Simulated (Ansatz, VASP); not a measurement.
## One calculation of Rh, two programs

```xyz
2
Lattice="2.6700 0.0000 0.0000 -1.3350 2.3123 0.0000 0.0000 0.0000 4.2991" Properties=species:S:1:pos:R:3 pbc="T T T"
Rh    0.0000    1.5415    1.0748
Rh    1.3350    0.7708    3.2243
```

Alike in both runs: functional LDA; k mesh 18 × 18 × 10; occupations gaussian, width 0.1 eV; no spin polarisation.

Ansatz relaxed the structure, and its values are those at the end. VASP's run is a single point on that final structure, the one shown.

```csv
,VASP,Ansatz
version,VASP 6.6.1,Ansatz 0.2.0
potentials or method,"VASP PAW LDA potentials, release 64 (Rh_pv)","scalar-relativistic, plane waves, PAW"
plane-wave cutoff (eV),520,420
valence electrons in the cell,30,34
```

|  | VASP | Ansatz | Ansatz less VASP |
| --- | --- | --- | --- |
| gap on the k mesh at the Fermi level (eV) | none | none | - |
| pressure (GPa) | 0.9 | 0.0 | -0.87 |

A gap of «none» marks a metal or a gap that the smearing closes. The two sets of potentials don't hold the same shells in valence.
